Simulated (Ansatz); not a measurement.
Set up this calculation in Ansatz 0.2.0, as the native input.

```
Task                : band structure
Functional          : PBEsol
Potentials or basis : all-electron LAPW, relativistic spinors
Cutoff              : 188 eV (chosen from the basis error)
Basis error allowed : 0.001 eV/atom
k mesh              : 6 × 6 × 6
Occupations         : fermi-dirac, width 0.05 eV
Spin                : spin-orbit coupling, no magnetisation
```

Crystal: PbSe (Clausthalite).

```xyz
2
Lattice="0.0000 3.0606 3.0606 3.0606 0.0000 3.0606 3.0606 3.0606 0.0000" Properties=species:S:1:pos:R:3 pbc="T T T"
Pb    0.0000    0.0000    0.0000
Se    3.0606    3.0606    3.0606
```

These files were run (other wordings do the same):

input.yaml

```yaml
crystal:
  lattice:
    - [0.0, 3.06065, 3.06065]
    - [3.06065, 0.0, 3.06065]
    - [3.06065, 3.06065, 0.0]
  atoms:
    - { symbol: Pb, position: [0.0, 0.0, 0.0] }
    - { symbol: Se, position: [0.5, 0.5, 0.5] }
kpoints:
  mp_grid: { grid: [6, 6, 6] }
  band_path:
    path:
      - [0.0, 0.0, 0.0]
      - [0.5, 0.0, 0.5]
      - [0.5, 0.25, 0.75]
      - [0.375, 0.375, 0.75]
      - [0.0, 0.0, 0.0]
      - [0.5, 0.5, 0.5]
      - [0.625, 0.25, 0.625]
      - [0.5, 0.25, 0.75]
    npoints: 6
scf:
  occupations: { method: fermi_dirac, width: 0.05 }
hamiltonian:
  xc: pbesol
  pseudopotentials: { kind: all_electron, lapw: { basis_error: 0.001 } }
magnetization:
  noncollinear: true
  spin_orbit: true
output:
  forces: true
  stress: true
  eigenvalues: true
```

Potentials or basis: all-electron LAPW, relativistic spinors.

Launch:

```console
$ ansatz run input.yaml --threads 1 --pin off --max-ram 3072MiB --backend cpu --events-out ev --progress --plain --runs-dir out
```

It gave:

* Pressure: -1.1 GPa
* Band gap on the k mesh: 0.27 eV, direct
* Band gap along the path: 0.27 eV, direct

Run time: 110 s on 1 thread of Arm Neoverse V1 (shared host), peak memory 0.42 GiB.
